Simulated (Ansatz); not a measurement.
## Nb: equation of state with r2SCAN

**What was measured.**

“Pressure effects on the electronic structure and superconductivity of (TaNb)0.67(HfZrTi)0.33 high entropy alloy”, 2019, arxiv:1910.08312 quotes, for a bulk crystal of Nb: bulk modulus 169 GPa.

The system is Nb.

```
Nb
1.0
    -1.66395    1.66395    1.66395
     1.66395   -1.66395    1.66395
     1.66395    1.66395   -1.66395
Nb
1
Cartesian
  0.0000 0.0000 0.0000
```

```yaml
Program: Ansatz 0.2.0
Task: equation of state
Functional: r2SCAN
Potentials_or_basis: Ansatz PAW
Cutoff: 500 eV
Density_cutoff: 2000 eV
k_mesh: 11 × 11 × 11
Occupations: fermi-dirac, width 0.05 eV
Spin: no spin polarisation
```

```
Equilibrium volume                      : 18.09 Å³/atom
Bulk modulus                            : 180 GPa
Pressure derivative of the bulk modulus : 3.5
```

Energy against volume, from the lowest point:
| volume (Å³/atom) | energy (meV/atom) |
| --- | --- |
| 17.322 | 19.58 |
| 17.691 | 5.18 |
| 18.060 | 0.00 |
| 18.428 | 3.33 |
| 18.797 | 14.47 |
| 19.165 | 32.63 |
| 19.534 | 57.18 |

All runs of the series together: 7.4 s on 2 threads of Arm Neoverse V2, with other jobs on the host.

Measured bulk modulus of Nb: 169 GPa (quoted in “Pressure effects on the electronic structure and superconductivity of (TaNb)0.67(HfZrTi)0.33 high entropy alloy”, 2019, arxiv:1910.08312). This calculation gives 180 GPa (+6.2 %). The fit is for a static lattice scaled at fixed shape and fixed fractional positions.

Caveat: the PAW data sets were made with another functional, which shifts forces and pressure a little.
